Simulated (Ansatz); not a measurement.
Take a crystal in which Hf has been replaced by Au on all its sites, with the cell rescaled by a rough guess (in some cases also distorted within its space group) and nothing relaxed:

```
Au
1.0
     2.85153    0.00000    0.00000
    -1.42576    2.46950    0.00000
     0.00000    0.00000    4.24878
Au
2
Direct
  0.33333 0.66667 0.25000
  0.66667 0.33333 0.75000
```

Computed with DFT PBE, scalar-relativistic, plane waves, PAW (Ansatz).

Plane waves to 420 eV, a k mesh through Γ of 18×18×10 on the computed 2-atom cell and Gaussian smearing (0.10 eV); no spin polarisation.

What pressure does the cell carry?

The pressure is 46.9 GPa (positive in compression), so the cell would expand.

Is it a metal on this mesh?

Yes, a band crosses the Fermi level.

Spin-orbit coupling is left out, which matters for the bands of heavy elements.

This form isn't the element's structure at ambient conditions.